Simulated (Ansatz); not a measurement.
SiNi:

```
CELL_PARAMETERS angstrom
4.50369 0.00000 0.00000
0.00000 4.50369 0.00000
0.00000 0.00000 4.50369
ATOMIC_POSITIONS crystal
Ni 0.14950 0.14950 0.14950
Ni 0.64950 0.35050 0.85050
Ni 0.85050 0.64950 0.35050
Ni 0.35050 0.85050 0.64950
Si 0.84683 0.84683 0.84683
Si 0.34683 0.65317 0.15317
Si 0.15317 0.34683 0.65317
Si 0.65317 0.15317 0.34683
```

The cell is a database's computed one.

```yaml
Program: Ansatz 0.2.0
Task: relaxation of cell and atoms
Functional: revPBE
Dispersion: D4
Potentials_or_basis: Ansatz PAW
Cutoff: "420 eV (not typed: the program's choice for these potentials)"
k_mesh: 6 × 6 × 6
Occupations: fermi-dirac, width 0.05 eV
Spin: collinear spin, ferromagnetic start
Starting_moments: "[1.0, 1.0, 1.0, 1.0, 0.0, 0.0, 0.0, 0.0] μB"
```

At the start: volume 11.42 Å³/atom.

Where does the relaxation end?

It ends after 5 steps and the volume is 10.97 Å³/atom (-4.0 %); space group P2_13 (No. 198, to 0.05 Å); moment 0.00 μB per cell.

Step by step:
```
step  energy change (eV)  largest force (eV/Å)  volume (Å³)
   1              0.0000                0.0289        91.35
   2             -0.0710                0.0175        89.34
   3             -0.0898                0.0028        87.58
   4             -0.0899                0.0029        87.73
   5             -0.0885                0.0028        87.73
```

Final structure:
```cif
data_structure
_symmetry_space_group_name_H-M 'P 1'
_symmetry_Int_Tables_number 1
_cell_length_a 4.4433
_cell_length_b 4.4433
_cell_length_c 4.4433
_cell_angle_alpha 90.000
_cell_angle_beta 90.000
_cell_angle_gamma 90.000
_cell_volume 87.73
loop_
_atom_site_label
_atom_site_type_symbol
_atom_site_fract_x
_atom_site_fract_y
_atom_site_fract_z
_atom_site_occupancy
Ni1 Ni 0.14937 0.14937 0.14937 1
Ni2 Ni 0.64937 0.35063 0.85063 1
Ni3 Ni 0.85063 0.64937 0.35063 1
Ni4 Ni 0.35063 0.85063 0.64937 1
Si1 Si 0.84692 0.84692 0.84692 1
Si2 Si 0.34692 0.65308 0.15308 1
Si3 Si 0.15308 0.34692 0.65308 1
Si4 Si 0.65308 0.15308 0.34692 1
```

Caveat: the plane-wave basis is chosen anew once the cell has moved, so the energies of steps on either side of that aren't comparable; pairwise dispersion overbinds metals, which lowers pressure and volume; the PAW data sets come from PBE, with cores solved anew for the run's functional, which leaves a small shift of forces and pressure; the starting moments weren't kept.
